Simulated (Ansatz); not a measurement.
# V: the cost of one run

Method: DFT PBE, scalar-relativistic, plane waves, PAW, in Ansatz 0.2.0.

3 further runs of the same task are left out: 3 set aside as unsound or not needed.

**1. The structure to begin with**

The structure is hexagonal, space group P6_3/mmc (No. 194). Conventional cell: a = 2.938 Å, b = 2.938 Å, c = 4.651 Å, α = 90.00°, β = 90.00°, γ = 120.00°. Ti (site symmetry -6m2) has 12 Ti at 2.88 to 2.94 Å as nearest neighbours.

Coordinates:

```
Ti
1.0
     2.93846    0.00000    0.00000
    -1.46923    2.54478    0.00000
     0.00000    0.00000    4.65063
Ti
2
Cartesian
  0.0000 1.6965 1.1627
  1.4692 0.8483 3.4880
```

This cell was relaxed beforehand with the same method: volume 17.39 Å³/atom, gap on the mesh none (metal).

**2. Swap Ti → V**

V starts from the relaxed positions of Ti, with all lengths scaled by 0.970, a guess from tabulated radii. Atoms that may carry a moment start with parallel spins.

**3. Probe: one point at the start (V)**

Input file input.yaml:

```yaml
crystal:
  lattice:
    - [2.8491683794, 0.0, 0.0]
    - [-1.4245841897, 2.4674521962, 0.0]
    - [0.0, 0.0, 4.5093171654]
  atoms:
    - { symbol: V, position: [0.3333333333, 0.6666666667, 0.25], spin: 2.0 }
    - { symbol: V, position: [0.6666666667, 0.3333333333, 0.75], spin: 2.0 }
basis:
  ecutwfc: 420
kpoints:
  mp_grid: { grid: [6, 6, 4] }
hamiltonian:
  xc: pbe
scf:
  occupations: { method: gaussian, width: 0.1 }
  lower_state_search: "off"
output:
  forces: true
  stress: true
  eigenvalues: true
  populations: true
magnetization:
  spin_polarized: true
```

The run is started by

```bash
$ ansatz run input.yaml --threads 1 --pin off --max-ram 2560MiB --backend cpu --events-out ev --progress --plain --runs-dir out
```

Q: Estimate wall time and peak memory on 1 thread of Arm Neoverse V2, shared host.

About 3.9 s, with a peak of 0.27 GiB.
